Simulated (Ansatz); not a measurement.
## InAs under changes of volume

One of the cells (23.821 Å³/atom); the others are scaled copies at fixed shape and fractional positions:

```
CELL_PARAMETERS angstrom
0.00000 2.87730 2.87730
2.87730 0.00000 2.87730
2.87730 2.87730 0.00000
ATOMIC_POSITIONS crystal
In 0.50000 0.50000 0.50000
As 0.00000 0.00000 0.00000
```

Measurements of this composition are mostly on another form, of space group No. 216.

```yaml
Program: Ansatz 0.2.0
Functional: LDA
Potentials_or_basis: all-electron LAPW, scalar-relativistic
Cutoff: 222 eV (chosen from the basis error)
Basis_error_allowed: 0.001 eV/atom
k_mesh: 8 × 8 × 8
Occupations: fermi-dirac, width 0.05 eV
Spin: no spin polarisation
```

| volume (Å³/atom) | energy over the lowest point (meV/atom) | pressure (GPa) |
| --- | --- | --- |
| 22.392 | 0.00 | -1.3 |
| 22.868 | 6.10 | -2.7 |
| 23.344 | 16.12 | -4.0 |
| 23.821 | 29.62 | -5.0 |
| 24.297 | ? | ? |
| 24.774 | 65.36 | -6.8 |
| 25.250 | 86.89 | -7.5 |

Task: What does the run at 24.297 Å³/atom give?

Result: Energy over the lowest point 46.16 meV/atom; pressure -6.0 GPa.

Worked out: A Birch-Murnaghan fit of order 3 (a polynomial in V^(-2/3)) to the other rows has its minimum at 21.99 Å³/atom, just outside them, with B0 = V·E''(V) = 77 GPa and B' = 4.9. It gives 46.13 meV/atom at 24.297 Å³/atom, against the run's 46.16, and -dE/dV = -6.0 GPa, against -6.0.

Energies are extrapolated to zero smearing.
